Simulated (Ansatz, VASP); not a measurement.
# HgTe in VASP and in Ansatz

```
CELL_PARAMETERS angstrom
0.00000 3.11508 3.11508
3.11508 0.00000 3.11508
3.11508 3.11508 0.00000
ATOMIC_POSITIONS crystal
Hg 0.00000 0.00000 0.00000
Te 0.50000 0.50000 0.50000
```

Change from the starting cell: volume scaled by 0.94.

Alike in both runs: task single point; functional LDA; k mesh 7 × 7 × 7; occupations fermi-dirac, width 0.05 eV; no spin polarisation.

|  | VASP | Ansatz |
| --- | --- | --- |
| version | VASP 6.6.1 | Ansatz 0.2.0 |
| potentials or method | VASP PAW LDA potentials, release 64 (Hg, Te), cutoff 520 eV | all-electron LAPW, scalar-relativistic |

|  | VASP | Ansatz | Ansatz less VASP |
| --- | --- | --- | --- |
| gap on the k mesh at the Fermi level (eV) | none | none | - |
| pressure (GPa) | -6.3 | -6.5 | -0.20 |

A gap of «none» marks a metal or a gap that the smearing closes. Ansatz ran all-electron here, so the differences hold the error of VASP's frozen core and of both bases.

The runs have no spin-orbit coupling, so splittings on Hg, Te are missing.
